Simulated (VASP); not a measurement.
A run of VASP 6.6.1 is set up as follows.

The input INCAR:

```
PREC = Accurate
ENCUT = 520
EDIFF = 1E-6
ISMEAR = -1
SIGMA = 0.05
LREAL = False
LASPH = True
NELM = 150
ALGO = Normal
ISIF = 2
LWAVE = False
LCHARG = False
ISPIN = 2
MAGMOM = 8.5
LORBIT = 11
LMAXMIX = 6
GGA = PE
```

Contents of KPOINTS:

```
regular mesh
0
Gamma
  9 9 9
```

The input POSCAR:

```
Gd
1.0
   -2.0250000000      2.0250000000      2.0250000000
    2.0250000000     -2.0250000000      2.0250000000
    2.0250000000      2.0250000000     -2.0250000000
Gd
1
Direct
    0.0000000000      0.0000000000      0.0000000000
```

Potentials or basis: VASP PAW PBE potentials, release 64 (Gd).

Run with:

```bash
$ cat potpaw_PBE.64/Gd/POTCAR > POTCAR
$ mpirun -np 1 vasp_std > vasp.out
```

**Question.** Estimate the net moment.

**Answer.** 7.60 μB per cell.

**Question.** Estimate the site moments.

**Answer.** Gd +6.99 μB.

 The state reached can hang on the start; a lower one may exist.
